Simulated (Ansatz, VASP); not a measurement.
AlN: VASP beside Ansatz

```
Al N
1.0
     3.07334    0.00000    0.00000
    -1.53667    2.66159    0.00000
     0.00000    0.00000    4.94331
Al N
2 2
Direct
  0.33333 0.66667 0.00047
  0.66667 0.33333 0.50047
  0.33333 0.66667 0.38153
  0.66667 0.33333 0.88153
```

Alike in both runs: functional LDA; k mesh 8 × 8 × 5; no spin polarisation.

Ansatz relaxed the structure, and its values are those at the end. VASP's run is a single point on that final structure, the one shown.

|  | VASP | Ansatz |
| --- | --- | --- |
| version | VASP 6.6.1 | Ansatz 0.2.0 |
| potentials or method | VASP PAW LDA potentials, release 64 (Al, N) | scalar-relativistic, plane waves, PAW |
| plane-wave cutoff (eV) | 520 | 420 |
| occupations | gaussian, width 0.01 eV | fixed |
| valence electrons in the cell | 16 | 16 |

```csv
,VASP,Ansatz,Ansatz less VASP
gap on the k mesh at the Fermi level (eV),4.54,4.53,-0.007
least direct gap on the mesh (eV),4.54,4.53,-0.007
pressure (GPa),2.9,2.2,-0.65
```

Ansatz warned: «stress_scf_threshold_loose».

Caveats: an odd mesh through Γ misses points on the zone boundary, where band edges often lie.
